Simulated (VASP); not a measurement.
Wanted: the native input for a VASP 6.6.1 run.

```yaml
Task: single point
Functional: r2SCAN
Potentials_or_basis: VASP PAW PBE potentials, release 64 (Ag)
Cutoff: 900 eV
k_mesh: 17 × 17 × 17
Occupations: methfessel-paxton, width 0.1 eV
Spin: no spin polarisation
Further_INCAR_settings: ADDGRID = False; ALGO = Normal; EDIFF = 1e-08
```

The structure of Ag lies in POSCAR:

```
Ag
1.0
   -1.6556540000      1.6556540000      1.6556540000
    1.6556540000     -1.6556540000      1.6556540000
    1.6556540000      1.6556540000     -1.6556540000
Ag
1
Direct
    0.0000000000      0.0000000000      0.0000000000
```

This isn't the form of Ag at room conditions, which is fcc.

These files were run (other wordings do the same):

INCAR

```
SYSTEM = Ag
PREC     = Accurate       ! precision mode
ENCUT    = 900            ! plane-wave cutoff, eV
EDIFF    = 1E-8           ! SCF threshold, eV
ISMEAR   = 1              ! smearing method
SIGMA    = 0.1            ! smearing width, eV
LREAL    = .False.        ! projectors in reciprocal space
LASPH    = .True.         ! aspherical terms in the spheres
NELM     = 100            ! most SCF steps
ALGO     = Normal         ! electronic algorithm
ISIF     = 2              ! what is computed and relaxed
LWAVE    = .False.        ! write WAVECAR
LCHARG   = .False.        ! write CHGCAR
METAGGA  = R2SCAN         ! meta-GGA
LMIXTAU  = .True.       
ADDGRID  = .False.
```

KPOINTS

```
regular mesh
0
Gamma
  17 17 17
  0 0 0
```

Potentials or basis: VASP PAW PBE potentials, release 64 (Ag).

Run with:

```bash
$ cat potpaw_PBE.64/Ag/POTCAR > POTCAR
$ mpirun -np 1 vasp_std > vasp.out
```

Results of the run:

* Pressure: -3.6 GPa
* Band gap on the k mesh: none (metal or under the smearing width)

Caveat: the PAW data sets were made with another functional, which shifts forces and pressure a little.

Run time: 110 s on 1 thread of Intel(R) Xeon(R) 6975P-C (Granite Rapids), on a shared host, peak memory 0.22 GiB.
